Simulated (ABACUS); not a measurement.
Runs of ABACUS 3.10.1 on Tc. It takes space group P6_3/mmc (No. 194, hexagonal). The conventional cell has a = 2.740 Å, b = 2.740 Å, c = 4.398 Å, α = 90.00°, β = 90.00°, γ = 120.00°. Tc (site symmetry -6m2) is surrounded by 12 Tc at 2.71 to 2.74 Å. 

```csv
task,potentials or basis,cutoff (eV),SCF threshold on the density,eigensolver,orbital files,gap on the mesh (eV),pressure (GPa),V0 of scaled cells (Å³/atom),B0 (GPa)
equation of state,"PseudoDojo NC SR 0.4.1 PBE standard, plane waves",1143,1e-08,dav,-,-,-,(a),299
single point,"PseudoDojo NC SR 0.4.1 PBE standard, plane waves",1143,1e-08,dav,-,none,3.3,-,-
single point,"PseudoDojo NC SR 0.4.1 PBE standard, DZP LCAO (the cutoffs set its grid)",1361,1e-07,genelpa,Tc Tc_confined-atom_7au_3s2p2d1f.orb,none,(b),-,-
equation of state,"PseudoDojo NC SR 0.4.1 PBE standard, DZP LCAO (the cutoffs set its grid)",1361,1e-07,genelpa,Tc Tc_confined-atom_7au_3s2p2d1f.orb,-,-,14.54,297
```

Alike in all rows: level PBE; no spin polarisation; cell as given; k mesh 11 × 11 × 6; smearing fermi-dirac 0.05 eV.

Question: Fill in the values left out.

Answer: (a) 14.45; (b) 5.3.

Caveats: the cell was scaled at fixed shape and fractional positions, which overstates the stiffness of a crystal with free parameters, most of all of layers and chains (some runs); the atomic orbitals were generated for these runs and aren't a published set (some runs); the basis of atomic orbitals isn't converged, which shifts pressures, moduli and gaps (some runs).

A k mesh can miss the band edges, and the runs leave out spin-orbit coupling on Tc.

A gap of «none» marks a metal or a gap under the smearing width.

Not every run made on this cell is shown here.
